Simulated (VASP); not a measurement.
# InP: how numerical settings change the zone-centre modes, part 2 of 2

Aim: test the modes of InP against the numerical settings. The starting structure is a measured crystal structure from the Crystallography Open Database.

VASP 6.6.1.

Results so far: reference T2 302.8 cm⁻¹.

### Step 3. Modes with a 5×5×5 mesh

Level of this step: LDA; plane waves and PAW (In_d, P) (VASP).

Against step 2 the input has a 5×5×5 mesh.

File INCAR:

```
SYSTEM = InP
PREC = Accurate
ENCUT = 450
EDIFF = 1E-08
NELM = 100
ISMEAR = 0
SIGMA = 0.03
LREAL = .FALSE.
ALGO = Normal
GGA = CA
NBANDS = 15
LORBIT = 11
LWAVE = .FALSE.
LCHARG = .FALSE.
KPAR = 4
IBRION = 8
LEPSILON = .TRUE.
ISIF = 2
```

File POSCAR:

```
InP
1.0
    0.0000000000      2.9143661100      2.9143661100
    2.9143661100      0.0000000000      2.9143661100
    2.9143661100      2.9143661100      0.0000000000
In P
1 1
Direct
    0.0000000000      0.0000000000      0.0000000000
    0.7500000000      0.7500000000      0.7500000000
```

File KPOINTS:

```
Automatic mesh
0
Gamma
5 5 5
0 0 0
```

The projector-augmented-wave data sets are In_d and P (LDA family, release 64).

Launch:

```console
$ mpirun -np 4 vasp_std
```

Log:

```text
[... set-up lines as in an earlier step ...]
 entering main loop
       N       E                     dE             d eps       ncg     rms          rms(c)
DAV:   1     0.106448188668E+03    0.10645E+03   -0.77355E+03   300   0.120E+03
DAV:   2    -0.296996766769E+01   -0.10942E+03   -0.10561E+03   328   0.297E+02
DAV:   3    -0.990170418443E+01   -0.69317E+01   -0.69044E+01   391   0.759E+01
DAV:   4    -0.100866050115E+02   -0.18490E+00   -0.18486E+00   381   0.135E+01
[...]
DAV:  14    -0.963428294481E+01    0.14594E-07   -0.29629E-08   391   0.282E-03    0.300E-03
DAV:  15    -0.963428293436E+01    0.10448E-07   -0.33862E-08   349   0.175E-03    0.708E-04
DAV:  16    -0.963428293452E+01   -0.15370E-09   -0.19183E-09   171   0.277E-04
   1 F= -.96342829E+01 E0= -.96342829E+01  d E =-.243113E-11
 Linear response reoptimize wavefunctions to high precision
DAV:   1    -0.963428293452E+01   -0.75033E-11   -0.21262E-10   227   0.130E-04
 Linear response G [H, r] |phi>, progress :
  Direction:   1
       N       E                     dE             d eps       ncg     rms
[...]
RMM:  20    -0.236872598256E+00   -0.31525E-07   -0.30261E-08   624   0.149E-06    0.866E-08
 first order change of Fermi-energy   0.31895E-04
 force on displaced ion       1 direction 1 :  -8.288   0.000   0.000
 Born effective charge ion    1 direction 1 :   2.588   0.000   0.000
 Linear response progress:
  Degree of freedom:   2/  2
       N       E                     dE             d eps       ncg     rms          rms(c)
RMM:   1    -0.501502872491E-01   -0.50150E-01    0.36086E-02  1704   0.185E+00
RMM:   2    -0.483806014490E-01    0.17697E-02   -0.40210E-04  1320   0.654E-01    0.154E-01
RMM:   3    -0.489536281660E-01   -0.57303E-03   -0.16585E-03  1489   0.281E-01    0.595E-02
RMM:   4    -0.492028095337E-01   -0.24918E-03   -0.24968E-04  1514   0.106E-01    0.182E-02
[...]
RMM:  12    -0.492224988854E-01   -0.64453E-07    0.10405E-08  1626   0.298E-05    0.381E-05
RMM:  13    -0.492224510233E-01    0.47862E-07    0.17856E-08  1594   0.109E-05    0.161E-05
RMM:  14    -0.492224604161E-01   -0.93928E-08   -0.16862E-09  1453   0.502E-06    0.490E-06
 first order change of Fermi-energy   0.38384E-04
 force on displaced ion       2 direction 1 :  -8.254   0.000   0.000
 Born effective charge ion    2 direction 1 :  -3.728   0.000   0.000
 Born effective charges drift removed
 Linear response finished
```

Elapsed: 31 s, on 4 MPI ranks of AMD EPYC 9R45, shared host; peak memory 0.7 GiB; 2 min of CPU time.

Parts of OUTCAR (step 3):

```text
  Total        0.0073819      0.0073819      0.0073819      0.0000000     -0.0000000      0.0000000
  in kB        0.2389009      0.2389009      0.2389009      0.0000000     -0.0000000      0.0000000
  external PRESSURE =       0.2389009 kB  Pullay stress =       0.0000000 kB

 POSITION                                       TOTAL-FORCE (eV/Angst)
 -----------------------------------------------------------------------------------
      0.00000      0.00000      0.00000         0.000000     -0.000000      0.000000
      4.37155      4.37155      4.37155        -0.000000      0.000000     -0.000000
 -----------------------------------------------------------------------------------
    total drift:                                0.000000      0.000000      0.000000

 MACROSCOPIC STATIC DIELECTRIC TENSOR (including local field effects in DFT)
 ------------------------------------------------------
          40.632817     0.000000    -0.000000
           0.000000    40.632817    -0.000000
          -0.000000     0.000000    40.632817
 ------------------------------------------------------

 MACROSCOPIC STATIC DIELECTRIC TENSOR IONIC CONTRIBUTION
 ------------------------------------------------------
           4.416383     0.000000    -0.000000
           0.000000     4.416383     0.000000
          -0.000000     0.000000     4.416383
 ------------------------------------------------------

[... 1 part as in an earlier step ...]

[... 1 further part left out ...]
```

With a 5×5×5 mesh the mode is T2 303.5 cm⁻¹, +0.7 cm⁻¹ from the reference.

### Step 4. Modes with a cutoff of 260 eV

Against step 2 the input has ENCUT = 260.

Edit INCAR of step 3 so:

```diff
@@ -2,3 +2,3 @@
 PREC = Accurate
-ENCUT = 450
+ENCUT = 260
 EDIFF = 1E-08
```

POSCAR is that of step 3.

File KPOINTS:

```
Automatic mesh
0
Gamma
10 10 10
0 0 0
```

Launch:

```console
$ mpirun -np 4 vasp_std
```

Log:

```text
[... set-up lines as in an earlier step ...]
 entering main loop
       N       E                     dE             d eps       ncg     rms          rms(c)
DAV:   1     0.868284629834E+02    0.86828E+02   -0.57430E+03  1441   0.799E+02
DAV:   2    -0.542704940263E+01   -0.92256E+02   -0.89546E+02  1648   0.231E+02
DAV:   3    -0.100112432595E+02   -0.45842E+01   -0.45714E+01  1795   0.571E+01
DAV:   4    -0.101061558725E+02   -0.94913E-01   -0.94897E-01  1866   0.912E+00
[...]
DAV:  12    -0.966882570173E+01    0.27194E-05   -0.60963E-06  1621   0.163E-02    0.978E-03
DAV:  13    -0.966882573271E+01   -0.30978E-07   -0.64289E-07  1858   0.429E-03    0.776E-03
DAV:  14    -0.966882572359E+01    0.91234E-08   -0.26300E-08  1755   0.281E-03
   1 F= -.96688257E+01 E0= -.96688257E+01  d E =-.145608E-20
 Linear response reoptimize wavefunctions to high precision
DAV:   1    -0.966882571605E+01    0.75338E-08   -0.29538E-08  1851   0.136E-03
DAV:   2    -0.966882571628E+01   -0.22919E-09   -0.17411E-09  1450   0.232E-04
[...]
RMM:  17    -0.233349210929E+00   -0.40367E-09   -0.85227E-08  9816   0.342E-05    0.126E-05
 first order change of Fermi-energy   0.37295E-05
 force on displaced ion       1 direction 1 :  -8.282  -0.000  -0.000
 Born effective charge ion    1 direction 1 :   2.484   0.000   0.000
 Linear response progress:
  Degree of freedom:   2/  2
       N       E                     dE             d eps       ncg     rms          rms(c)
RMM:   1    -0.501050878504E-01   -0.50105E-01    0.35629E-02 10827   0.177E+00
RMM:   2    -0.482933947879E-01    0.18117E-02   -0.81160E-04  8323   0.588E-01    0.155E-01
RMM:   3    -0.487567453260E-01   -0.46335E-03   -0.13049E-03  9360   0.236E-01    0.594E-02
RMM:   4    -0.489895344704E-01   -0.23279E-03   -0.17141E-04  9606   0.893E-02    0.173E-02
[...]
RMM:  11    -0.490128776213E-01   -0.47763E-07   -0.16618E-07 10624   0.744E-05    0.227E-05
RMM:  12    -0.490128545481E-01    0.23073E-07   -0.14533E-07 10459   0.335E-05    0.540E-06
RMM:  13    -0.490128509319E-01    0.36162E-08   -0.25061E-08  9192   0.181E-05    0.139E-05
 first order change of Fermi-energy   0.11492E-03
 force on displaced ion       2 direction 1 :  -8.234   0.000   0.000
 Born effective charge ion    2 direction 1 :  -2.543   0.000   0.000
 Born effective charges drift removed
 Linear response finished
```

Elapsed: 67 s, on 4 MPI ranks; peak memory 0.82 GiB; 4.4 min of CPU time.

From OUTCAR (step 4):

```text
  Total       -0.0678345     -0.0678345     -0.0678345      0.0000000     -0.0000000     -0.0000000
  in kB       -2.1953247     -2.1953247     -2.1953247      0.0000000     -0.0000000     -0.0000000
  external PRESSURE =      -2.1953247 kB  Pullay stress =       0.0000000 kB

 POSITION                                       TOTAL-FORCE (eV/Angst)
 -----------------------------------------------------------------------------------
      0.00000      0.00000      0.00000         0.000000      0.000000      0.000000
      4.37155      4.37155      4.37155        -0.000000     -0.000000     -0.000000
 -----------------------------------------------------------------------------------
    total drift:                               -0.000002     -0.000002     -0.000002

 MACROSCOPIC STATIC DIELECTRIC TENSOR (including local field effects in DFT)
 ------------------------------------------------------
          14.510657    -0.000000     0.000000
           0.000000    14.510657     0.000000
           0.000000     0.000000    14.510657
 ------------------------------------------------------

 MACROSCOPIC STATIC DIELECTRIC TENSOR IONIC CONTRIBUTION
 ------------------------------------------------------
           2.802815    -0.000000     0.000000
          -0.000000     2.802815     0.000000
           0.000000     0.000000     2.802815
 ------------------------------------------------------

[... 1 part as in an earlier step ...]

[... 1 further part left out ...]
```

With a cutoff of 260 eV the mode is T2 303.2 cm⁻¹, +0.4 cm⁻¹ from the reference.

### Step 5. Modes with a 12×12×12 mesh

Against step 2 the input has a 12×12×12 mesh.

Edit INCAR of step 4 so:

```diff
@@ -2,3 +2,3 @@
 PREC = Accurate
-ENCUT = 260
+ENCUT = 450
 EDIFF = 1E-08
```

POSCAR is that of step 4.

File KPOINTS:

```
Automatic mesh
0
Gamma
12 12 12
0 0 0
```

Launch:

```console
$ mpirun -np 4 vasp_std
```

Log:

```text
[... set-up lines as in an earlier step ...]
 entering main loop
       N       E                     dE             d eps       ncg     rms          rms(c)
DAV:   1     0.107969962008E+03    0.10797E+03   -0.78740E+03  2174   0.122E+03
DAV:   2    -0.276495319699E+01   -0.11073E+03   -0.10625E+03  2328   0.293E+02
DAV:   3    -0.992431484768E+01   -0.71594E+01   -0.71236E+01  2797   0.773E+01
DAV:   4    -0.101079138590E+02   -0.18360E+00   -0.18353E+00  2655   0.136E+01
[...]
DAV:  14    -0.967480762601E+01    0.25879E-07   -0.39716E-08  2734   0.309E-03    0.312E-03
DAV:  15    -0.967480761563E+01    0.10380E-07   -0.33132E-08  2664   0.174E-03    0.797E-04
DAV:  16    -0.967480761573E+01   -0.10618E-09   -0.14601E-09  1556   0.255E-04
   1 F= -.96748076E+01 E0= -.96748076E+01  d E =-.188138E-16
 Linear response reoptimize wavefunctions to high precision
DAV:   1    -0.967480761578E+01   -0.50932E-10   -0.21717E-10  1801   0.167E-04
 Linear response G [H, r] |phi>, progress :
  Direction:   1
       N       E                     dE             d eps       ncg     rms
[...]
RMM:  16    -0.236889394370E+00    0.80857E-09   -0.16353E-08 17045   0.732E-05    0.595E-06
 first order change of Fermi-energy   0.11134E-04
 force on displaced ion       1 direction 1 :  -8.249   0.000   0.000
 Born effective charge ion    1 direction 1 :   2.478   0.000   0.000
 Linear response progress:
  Degree of freedom:   2/  2
       N       E                     dE             d eps       ncg     rms          rms(c)
RMM:   1    -0.503451883795E-01   -0.50345E-01    0.33490E-02 17846   0.184E+00
RMM:   2    -0.482478995110E-01    0.20973E-02   -0.33281E-04 13705   0.654E-01    0.153E-01
RMM:   3    -0.488216005002E-01   -0.57370E-03   -0.15651E-03 15542   0.276E-01    0.587E-02
RMM:   4    -0.490670826741E-01   -0.24548E-03   -0.20358E-04 15771   0.104E-01    0.180E-02
[...]
RMM:  10    -0.490902298365E-01   -0.93598E-08    0.32021E-07 16926   0.228E-04    0.720E-05
RMM:  11    -0.490903342634E-01   -0.10443E-06   -0.65881E-08 17558   0.976E-05    0.455E-05
RMM:  12    -0.490903420781E-01   -0.78148E-08    0.20770E-08 17333   0.454E-05    0.461E-05
 first order change of Fermi-energy   0.93603E-04
 force on displaced ion       2 direction 1 :  -8.215  -0.000  -0.000
 Born effective charge ion    2 direction 1 :  -2.506   0.000   0.000
 Born effective charges drift removed
 Linear response finished
```

It took 3.3 min on 4 MPI ranks; peak memory 1.9 GiB; 13 min of CPU time.

Parts of OUTCAR (step 5):

```text
  Total        0.0010027      0.0010027      0.0010027      0.0000000      0.0000000      0.0000000
  in kB        0.0324506      0.0324506      0.0324506      0.0000000      0.0000000      0.0000000
  external PRESSURE =       0.0324506 kB  Pullay stress =       0.0000000 kB

 POSITION                                       TOTAL-FORCE (eV/Angst)
 -----------------------------------------------------------------------------------
      0.00000      0.00000      0.00000         0.000000      0.000000      0.000000
      4.37155      4.37155      4.37155        -0.000000     -0.000000     -0.000000
 -----------------------------------------------------------------------------------
    total drift:                                0.000000      0.000000      0.000000

 MACROSCOPIC STATIC DIELECTRIC TENSOR (including local field effects in DFT)
 ------------------------------------------------------
          12.997112    -0.000000    -0.000000
           0.000000    12.997112    -0.000000
           0.000000     0.000000    12.997112
 ------------------------------------------------------

 MACROSCOPIC STATIC DIELECTRIC TENSOR IONIC CONTRIBUTION
 ------------------------------------------------------
           2.762115     0.000000    -0.000000
           0.000000     2.762115     0.000000
          -0.000000     0.000000     2.762115
 ------------------------------------------------------

[... 1 part as in an earlier step ...]

[... 1 further part left out ...]
```

With a 12×12×12 mesh the mode is T2 302.8 cm⁻¹, as with the reference.

### Step 6. Modes with finite displacements

Against step 2 the input has IBRION = 6, NFREE = 2, POTIM = 0.015 and no LEPSILON (also changed: NSW).

Edit INCAR of step 5 so:

```diff
@@ -15,4 +15,6 @@
 KPAR = 4
-IBRION = 8
-LEPSILON = .TRUE.
+IBRION = 6
+NFREE = 2
+POTIM = 0.015
+NSW = 1
 ISIF = 2
```

POSCAR is that of step 5.

File KPOINTS:

```
Automatic mesh
0
Gamma
10 10 10
0 0 0
```

Launch:

```console
$ mpirun -np 4 vasp_std
```

Log:

```text
[... set-up lines as in an earlier step ...]
 entering main loop
       N       E                     dE             d eps       ncg     rms          rms(c)
[... 16 cycles as in an earlier step ...]
   1 F= -.96743684E+01 E0= -.96743684E+01  d E =-.939260E-15
[...]
2 F= -.96734369E+01 E0= -.96734369E+01  d E =-.704360E-13
[...]
3 F= -.96734369E+01 E0= -.96734369E+01  d E =-.710449E-13
[...]
4 F= -.96734439E+01 E0= -.96734439E+01  d E =-.713435E-13
[...]
5 F= -.96734439E+01 E0= -.96734439E+01  d E =-.712792E-13
 Finite differences progress:
  Degree of freedom:   2/  2
  Displacement:        2/  2
  Total:               4/  4
```

Elapsed: 31 s, on 4 MPI ranks; peak memory 1.1 GiB; 2 min of CPU time.

Parts of OUTCAR (step 6):

```text
  Total       -0.0003709      0.0022848      0.0022848      0.0000000     -0.1244458      0.0000000
  in kB       -0.0120040      0.0739428      0.0739428      0.0000000     -4.0274362      0.0000000
  external PRESSURE =       0.0452939 kB  Pullay stress =       0.0000000 kB

 POSITION                                       TOTAL-FORCE (eV/Angst)
 -----------------------------------------------------------------------------------
      0.00000      0.00000      0.00000        -0.123212     -0.000000     -0.000000
      4.35655      4.37155      4.37155         0.123212      0.000000      0.000000
 -----------------------------------------------------------------------------------
    total drift:                               -0.000044     -0.000000     -0.000000

  FREE ENERGIE OF THE ION-ELECTRON SYSTEM (eV)
  ---------------------------------------------------
  free  energy   TOTEN  =        -9.6734439417 eV

  energy  without entropy=       -9.6734439417  energy(sigma->0) =       -9.67344394

[... 2 parts as in an earlier step ...]

[... 1 further part left out ...]
[key lines of the parts left out:]
E-fermi :   5.3527
```

The last energy, forces and stress in OUTCAR belong to the last displaced cell, not to that of POSCAR.

With finite displacements the mode is T2 302.7 cm⁻¹, -0.1 cm⁻¹ from the reference.

### Step 7. The runs compared

```
                 run     T2                method  core minutes
           reference  302.8   perturbation theory          9.47
        a 5×5×5 mesh  303.5   perturbation theory          2.07
  a cutoff of 260 eV  303.2   perturbation theory          4.47
     a 12×12×12 mesh  302.8   perturbation theory          13.2
finite displacements  302.7  finite displacements          2.07
```

Modes are in cm⁻¹, degenerate ones as one, matched between runs by symmetry and order. A number in brackets counts the listed modes of one symmetry from the lowest. The symmetry labels come from an automatic analysis and can be wrong where levels nearly coincide. Core minutes are wall time times ranks of the run shown, on a shared host.

### Step 8. Outcome

```yaml
t2_reference: 302.8 cm⁻¹
t2_a_5x5x5_mesh: 303.5 cm⁻¹
t2_a_cutoff_of_260_ev: 303.2 cm⁻¹
t2_a_12x12x12_mesh: 302.8 cm⁻¹
t2_finite_displacements: 302.7 cm⁻¹
```

In words: The largest change comes with a 5×5×5 mesh: +0.7 cm⁻¹ in T2. On finer settings the modes change by less than 0.1 cm⁻¹ with a 12×12×12 mesh. Other changes move the modes by more: +0.7 cm⁻¹ in T2 with a 5×5×5 mesh and +0.4 cm⁻¹ in T2 with a cutoff of 260 eV. The dielectric constants and Born charges in the logs aren't compared here; at a small gap they can be far off, and in a run without a gap they mean nothing. The frequencies are harmonic, and the splitting of polar modes by their long-range field is left out. Further runs on this material are not shown.

[Lines on the potential files, build, host, timing and source positions are cut from VASP's logs without a mark.]

[Logs are printed without paths, hosts, clocks, repeated set-up lines and the standing remarks that a program may print on its own settings, such as how far it seeks lower states.]

[Hosts, paths, dates, database ids (printed as entryN), source tags and the programs' standing remarks are cut or masked in the printed files.]
